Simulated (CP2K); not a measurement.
Runs of CP2K 2026.2 on SrCl2. Symmetry: Fm-3m, No. 225, cubic system. Conventional cell: a = 6.977 Å, b = 6.977 Å, c = 6.977 Å, α = 90.00°, β = 90.00°, γ = 90.00°. Sr (site symmetry m-3m) is surrounded by 8 Cl at 3.02 Å. Cl (site symmetry -43m) is surrounded by 4 Sr at 3.02 Å. 

```tsv
level	potentials or basis	smearing	EPS_DEFAULT	NGRIDS	points a segment of the path (NPOINTS)	CUTOFF of the grids	gap on the mesh (eV)	pressure (GPa)
SCAN	POTENTIAL_UZH Sr GTH-SCAN-q10, Cl GTH-SCAN-q7; TZVP-MOLOPT-SCAN-GTH basis	fermi-dirac 0.01 eV	1.0E-10	5	10	1300 Ry	5.91	0.2
TB-mBJ	POTENTIAL_UZH Sr GTH-PBE-q10, Cl GTH-PBE-q7; TZVP-MOLOPT-PBE-GTH basis	fermi-dirac 0.0259 eV	1.0E-9	4	10	900 Ry	(a)	-
TASK	POTENTIAL_UZH Sr GTH-SCAN-q10, Cl GTH-SCAN-q7; TZVP-MOLOPT-SCAN-GTH basis	fermi-dirac 0.05 eV	1.0E-9	5	6	1300 Ry	7.93	(b)
r2SCAN	POTENTIAL_UZH Sr GTH-SCAN-q10, Cl GTH-SCAN-q7; TZVP-MOLOPT-SCAN-GTH basis	fermi-dirac 0.05 eV	1.0E-9	4	6	1300 Ry	5.97	0.6
```

Alike in all rows: task band structure; no spin polarisation; cell as given; k mesh 7 × 7 × 7.

Problem. Estimate the missing entries.

Solution. (a) 6.05; (b) 8.3.

Caveats: the basis of atomic orbitals isn't converged, which shifts pressures, moduli and gaps; the potentials were made for another functional, which shifts forces and pressure (some runs); this is a model potential without an energy functional, so only levels have meaning (some runs); the mesh misses the band edges, which the band path finds closer together (some runs).

A k mesh can miss the band edges, and the runs leave out spin-orbit coupling on Sr.
